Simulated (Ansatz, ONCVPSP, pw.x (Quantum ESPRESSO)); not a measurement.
# What a changed setting does to a pw.x run (bcc Mg)

Potential: optimised norm-conserving Vanderbilt (ONCV), ONCVPSP 4.0.1.1 (patched build), PBE; core [Ne], reference 3s2; waves: 3s: rc 2.60 bohr, ncon 5, nbas 8, qcut 3.1 1/bohr, 1 projector; p scattering state at 0.37 Ha: rc 2.60 bohr, ncon 4, nbas 7, qcut 3.1 1/bohr, 2 projectors, debl 0.3 Ha; d scattering state at 0.17 Ha: rc 2.60 bohr, ncon 3, nbas 7, qcut 3.5 1/bohr, local; local part: the d channel; core correction: polynomial model core, fcfact 0.66. In the p channel the program set the typed energies aside and used 0.050, 0.350 Ha.

The reference run (k-mesh 13³, cutoffs 50/200 Ry, Fermi–Dirac 0.01 Ry, mixing_beta 0.4, conv_thr 1e-9, no spin) gives 0.14 GPa at 22.870 Å³/atom, where all-electron LAPW gives 0.19 GPa. This run, with its own iteration cap, changes k-mesh shift to 1.

```
&control
  calculation='scf', prefix='x', pseudo_dir='./', outdir='./tmp', tstress=.true., disk_io='none'
/
&system
  ibrav=0, nat=1, ntyp=1, ecutwfc=50, ecutrho=200, nbnd=8,
  occupations='smearing', smearing='fd', degauss=0.01
/
&electrons
  conv_thr=1e-09, mixing_beta=0.4, electron_maxstep=50
/
ATOMIC_SPECIES
Mg 1.0 Mg.UPF
CELL_PARAMETERS angstrom
  -1.78814222 1.78814222 1.78814222
  1.78814222 -1.78814222 1.78814222
  1.78814222 1.78814222 -1.78814222
ATOMIC_POSITIONS crystal
Mg 0.0000 0.0000 0.0000
K_POINTS automatic
13 13 13 1 1 1
```

```bash
pw.x < Mg.scf.in > Mg.scf.out
```

Q: How does the run end?

A: It converges in 6 iterations; the free energy moves by +0.9 meV/atom and the pressure by -0.07 GPa.

```
Message from routine setup:
     using ibrav=0 with symmetry is DISCOURAGED, use correct ibrav instead
     lattice parameter (alat)  =       5.8528  a.u.
     unit-cell volume          =     154.3344 (a.u.)^3
     number of electrons       =         2.00
     number of Kohn-Sham states=            8
     kinetic-energy cutoff     =      50.0000  Ry
     charge density cutoff     =     200.0000  Ry
     scf convergence threshold =      1.0E-09
     Exchange-correlation= PBE
     number of k points=    84  Fermi-Dirac smearing, width (Ry)=  0.0100
     iteration #  1     ecut=    50.00 Ry     beta= 0.40
     total energy              =      -3.34491669 Ry
     estimated scf accuracy    <       0.00399798 Ry
     iteration #  2     ecut=    50.00 Ry     beta= 0.40
     total energy              =      -3.34455454 Ry
     estimated scf accuracy    <       0.00138740 Ry
     iteration #  3     ecut=    50.00 Ry     beta= 0.40
     total energy              =      -3.34457366 Ry
     estimated scf accuracy    <       0.00000014 Ry
     iteration #  4     ecut=    50.00 Ry     beta= 0.40
     total energy              =      -3.34457378 Ry
     estimated scf accuracy    <       0.00000006 Ry
     iteration #  5     ecut=    50.00 Ry     beta= 0.40
     total energy              =      -3.34457379 Ry
     estimated scf accuracy    <          2.8E-09 Ry
     iteration #  6     ecut=    50.00 Ry     beta= 0.40
     the Fermi energy is     3.6694 ev
!    total energy              =      -3.34457379 Ry
     estimated scf accuracy    <          6.6E-11 Ry
     smearing contrib. (-TS)   =      -0.00207036 Ry
     The total energy is F=E-TS. E is the sum of the following terms:
     one-electron contribution =       1.29948526 Ry
     hartree contribution      =       0.00393922 Ry
     xc contribution           =      -2.49196118 Ry
     ewald contribution        =      -2.15396673 Ry
     convergence has been achieved in   6 iterations
          total   stress  (Ry/bohr**3)                   (kbar)     P=        0.71
     Message from routine punch:
     Nothing written, as per user request (disk_io='none')
```

The run took about 13 s on one core of a shared host (Neoverse-N1, 64 threads, 124 GiB, load 54).
